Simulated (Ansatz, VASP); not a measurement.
## One calculation of LiH, two programs

The input POSCAR:

```
LiH
1.0
    0.0000000000      2.0388484488      2.0029948411
    2.0388484488      0.0000000000      2.0029948411
    2.0388484488      2.0388484488      0.0000000000
Li H
1 1
Direct
    0.0000000000      0.0000000000      0.0000000000
    0.5000000000      0.5000000000      0.5000000000
```

Contents of INCAR.step1:

```
SYSTEM = LiH
PREC = Accurate ; ENCUT = 520
ISMEAR = 0 ; SIGMA = 0.01
LREAL = .FALSE. ; LASPH = .TRUE.
NELM = 60 ; NBANDS = 9
GGA = PE ; ALGO = Normal
EDIFF = 1E-4 ; LWAVE = .TRUE.
LCHARG = .FALSE.
```

INCAR.step2

```
SYSTEM = LiH
PREC = Accurate ; ENCUT = 520
EDIFF = 1E-6 ; ISMEAR = 0
SIGMA = 0.01 ; LREAL = .FALSE.
LASPH = .TRUE. ; NELM = 60
ALGO = Normal ; ISIF = 2
LWAVE = .FALSE. ; LCHARG = .TRUE.
METAGGA = R2SCAN ; LMIXTAU = .TRUE.
LELF = .TRUE. ; LVHAR = .TRUE.
NBANDS = 9 ; ISTART = 1
```

File KPOINTS:

```
Automatic mesh
0
G
  10 10 10
  0 0 0
```

Input for Ansatz:

```yaml
crystal:
  lattice:
    - [0.0, 2.0388484488, 2.0029948411]
    - [2.0388484488, 0.0, 2.0029948411]
    - [2.0388484488, 2.0388484488, 0.0]
  atoms:
    - { symbol: Li, position: [0.0, 0.0, 0.0] }
    - { symbol: H, position: [0.5, 0.5, 0.5] }
kpoints:
  mp_grid: { grid: [10, 10, 10] }
  band_path:
    path:
      - [0.0, 0.0, 0.0]
      - [0.5, 0.0, 0.5]
      - [0.625, 0.25, 0.625]
      - [0.375, 0.375, 0.75]
      - [0.5, 0.5, 0.5]
      - [0.5, 0.25, 0.75]
    npoints: 1
hamiltonian:
  xc: r2scan
scf:
  occupations: { method: fixed }
  n_extra_bands: 4
output:
  forces: true
  stress: true
  eigenvalues: true
```

Change from the starting cell: biaxial_xy strain +1.8%.

Alike in both runs: task single point; functional r2SCAN; k mesh 10 × 10 × 10; no spin polarisation.

|  | VASP | Ansatz |
| --- | --- | --- |
| version | VASP 6.6.1 | Ansatz 0.2.0 |
| potentials or method | VASP PAW PBE potentials, release 64 (Li_sv, H) | plane waves, PAW |
| plane-wave cutoff (eV) | 520 | 500 |
| occupations | gaussian, width 0.01 eV | fixed |
| valence electrons in the cell | 4 | 4 |

```csv
,VASP,Ansatz,Ansatz less VASP
gap on the k mesh at the Fermi level (eV),3.43,3.48,+0.048
```

 A k mesh can miss the band edges.
